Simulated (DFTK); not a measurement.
Zr:

```
CELL_PARAMETERS angstrom
3.23200 0.00000 0.00000
-1.61600 2.79899 0.00000
0.00000 0.00000 5.14700
ATOMIC_POSITIONS crystal
Zr 0.66667 0.33333 0.75000
Zr 0.33333 0.66667 0.25000
```

Base run:

* Program: DFTK 0.8.2
* Functional: PBE
* Potentials or basis: cp2k.nc.sr.pbe.v0_1.semicore.gth (PBE, GTH)
* Cutoff: 2177 eV
* k mesh: 9 × 9 × 5
* Occupations: fermi-dirac, width 0.05 eV
* Spin: no spin polarisation

Its results: band gap on the k mesh none (metal or under the smearing width); pressure 0.0 GPa.

Q: The run is repeated on the same cell with these changes: potentials or basis from cp2k.nc.sr.pbe.v0_1.semicore.gth (PBE, GTH) to dojo.nc.sr.pbe.v0_5.standard.upf (PBE); cutoff from 2177 eV to 898 eV. What comes out?

A: Band gap on the k mesh none (metal or under the smearing width); pressure 0.5 GPa.

Caveats: GTH potentials come without recommended cutoffs, and this one wasn't checked for convergence (some runs).
